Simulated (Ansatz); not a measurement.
HfO₂ built on the fluorite prototype, relaxed with r2SCAN in Ansatz. Space group Fm-3m (No. 225), cubic; a = 5.058 Å in the conventional setting, 10.79 Å³ an atom. Hf has 8 O at 2.19 Å; O has 4 Hf at 2.19 Å.

The axes x, y and z are those of this cell:
```xyz
3
Lattice="0.0000 2.5292 2.5292 2.5292 0.0000 2.5292 2.5292 2.5292 0.0000" Properties=species:S:1:pos:R:3 pbc="T T T"
Hf    0.0000    0.0000    0.0000
O     1.2646    1.2646    1.2646
O     3.7938    3.7938    3.7938
```

Unstrained: With PBE the gap is 3.803 eV and direct, at X. The r2SCAN gap is direct at X: 4.303 eV. HSE06 gives a direct gap of 5.409 eV at X. Meshes: PBE 8×8×8, r2SCAN 8×8×8, HSE06 6×6×6. Strains are changes of length per length, and xy shears are angles. After each strain the atoms were relaxed again with r2SCAN within the symmetry that the strain leaves, so tilts or polar shifts that break it weren't tested; points keep the names that they have in the unstrained zone. No spin polarisation and no zero-point or thermal motion.

Problem. One strain changed the r2SCAN stress by xx -1.96, yy -1.96, zz -11.49 GPa (compression positive) and the gap by -0.147 eV (PBE), -0.147 eV (r2SCAN), -0.148 eV (HSE06). Which kind of strain was it, and roughly how large?

Solution. Uniaxial +2.0 % along z, other directions held. The pattern of the stress gives the kind; the size needs the stiffness, so it is an estimate.

Problem. Apply xy shear, engineering strain (angle) +2.5 %. How far does the gap move, against the unstrained cell?

Solution. PBE: the gap goes from 3.803 to 3.804 eV (+0.001 eV). r2SCAN: the gap goes from 4.303 to 4.304 eV (+0.001 eV). HSE06: the gap goes from 5.409 to 5.410 eV (+0.001 eV). The r2SCAN energy rises by 1.6 meV an atom.

Problem. One strain changed the r2SCAN stress by xx +18.19, yy +18.19, zz -0.05 GPa (compression positive) and the gap by -0.233 eV (PBE), -0.202 eV (r2SCAN), -0.172 eV (HSE06). Which kind of strain was it, and roughly how large?

Solution. Epitaxial -2.5 % in the xy plane, free normal strain +0.98 %. The pattern of the stress gives the kind; the size needs the stiffness, so it is an estimate.

Problem. Apply epitaxial +5.0 % in the plane normal to [111], free normal strain -5.40 %. How far does the gap move, against the unstrained cell?

Solution. PBE: the gap goes from 3.803 to 3.776 eV (-0.027 eV). r2SCAN: the gap goes from 4.303 to 4.268 eV (-0.035 eV). HSE06: the gap goes from 5.409 to 5.361 eV (-0.048 eV). The r2SCAN energy rises by 49.7 meV an atom.

Spin-orbit coupling is left out, which matters wherever the heavy atoms make up the band edges.

The meshes of the hybrids are coarse, so their gaps aren't converged to the digits shown.
